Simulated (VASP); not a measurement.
Input of a VASP 6.6.1 run:

File POSCAR:

```
ZnSe                                    
1.0
    0.0000000000      2.8206646089      2.8206646089
    2.8206646089      0.0000000000      2.8206646089
    2.8206646089      2.8206646089      0.0000000000
  Zn              Se            
     1     1
Direct
     0.0000000000000000    0.0000000000000000    0.0000000000000000
     0.2500000000000000    0.2500000000000000    0.2500000000000000
```

INCAR.step1

```
SYSTEM = ZnSe
PREC = Accurate
ENCUT = 520
EDIFF = 1E-5
ISMEAR = 0
SIGMA = 0.03
LREAL = .False.
LASPH = .True.
NELM = 80
ALGO = Normal
ISIF = 2
LWAVE = .True.
LCHARG = .False.
NBANDS = 16
KPAR = 4
GGA = PE
```

The input INCAR.step2:

```
SYSTEM = ZnSe
PREC = Accurate
ENCUT = 520
EDIFF = 1E-6
ISMEAR = 0
SIGMA = 0.03
LREAL = .False.
LASPH = .True.
NELM = 80
ALGO = Normal
ISIF = 2
LWAVE = .False.
LCHARG = .False.
GGA = PE
LHFCALC = .True.
AEXX = 0.25
PRECFOCK = Fast
HFRCUT = -1
NBANDS = 16
KPAR = 4
ISTART = 1
```

The input KPOINTS:

```
Automatic mesh
0
Gamma
  6 6 6
  0 0 0
```

KPOINTS_OPT

```
explicit points
6
Reciprocal
 0.0000000000  0.0000000000  0.0000000000 1
 0.3750000000  0.3750000000  0.7500000000 1
 0.5000000000  0.5000000000  0.5000000000 1
 0.6250000000  0.2500000000  0.6250000000 1
 0.5000000000  0.2500000000  0.7500000000 1
 0.5000000000  0.0000000000  0.5000000000 1
```

Potentials or basis: VASP PAW PBE potentials, release 64 (Zn, Se).

Command:

```bash
$ cat potpaw_PBE.64/Zn/POTCAR potpaw_PBE.64/Se/POTCAR > POTCAR
$ cp INCAR.step1 INCAR
$ mpirun -np 4 vasp_std > vasp.out
$ cp INCAR.step2 INCAR
$ mpirun -np 4 vasp_std > vasp.out
```

(1) Predict the pressure.

(2) Predict the band gap along the path.

(3) Predict the band gap on the k mesh.

## Answers

(1) 1.9 GPa.

(2) 3.10 eV, direct.

(3) 3.10 eV, direct.

Caveat: the PAW data sets were made with another functional, which shifts forces and pressure a little.

**What was measured.**

“Alloy Disordering Effects on the Thermal Conductivity and Energy Gap Temperature Dependence of Cd1−xZnxSe Ternary Crystals Grown by the Bridgman Method”, 2023, pmc:10253836 reports, for a bulk crystal of ZnSe at 300 K: band gap 2.695 ± 0.003 eV (an exciton energy, a little under the gap).

Measured gap of ZnSe: 2.695 eV (an exciton energy, a little under the gap; 300 K; “Alloy Disordering Effects on the Thermal Conductivity and Energy Gap Temperature Dependence of Cd1−xZnxSe Ternary Crystals Grown by the Bridgman Method”, 2023, pmc:10253836). This calculation gives 3.10 eV (+0.41 eV). Spin-orbit coupling on Se is left out. The value is that of PBE0, without temperature or zero-point motion.
